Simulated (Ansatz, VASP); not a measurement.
Two plane-wave programs on La3B2

```
La B
1.0
     5.15336    0.00000    0.00000
     0.00000    5.15336    0.00000
     0.00000    0.00000    5.15336
La B
3 2
Direct
  0.00000 0.50000 0.50000
  0.50000 0.00000 0.50000
  0.50000 0.50000 0.00000
  0.50000 0.50000 0.50000
  0.00000 0.00000 0.00000
```

Alike in both runs: functional PBE; k mesh 4 × 4 × 4; occupations gaussian, width 0.1 eV; no spin polarisation.

Ansatz relaxed the structure, and its values are those at the end. VASP's run is a single point on that final structure, the one shown.

|  | VASP | Ansatz |
| --- | --- | --- |
| version | VASP 6.6.1 | Ansatz 0.2.0 |
| potentials or method | VASP PAW PBE potentials, release 64 (La, B) | scalar-relativistic, plane waves, PAW |
| plane-wave cutoff (eV) | 520 | 420 |
| valence electrons in the cell | 39 | 39 |

|  | VASP | Ansatz | Ansatz less VASP |
| --- | --- | --- | --- |
| gap on the k mesh at the Fermi level (eV) | none | none | - |
| pressure (GPa) | 0.1 | 0.1 | +0.02 |

A gap of «none» marks a metal or a gap that the smearing closes.

Spin-orbit coupling is left out, which matters for the levels of La.
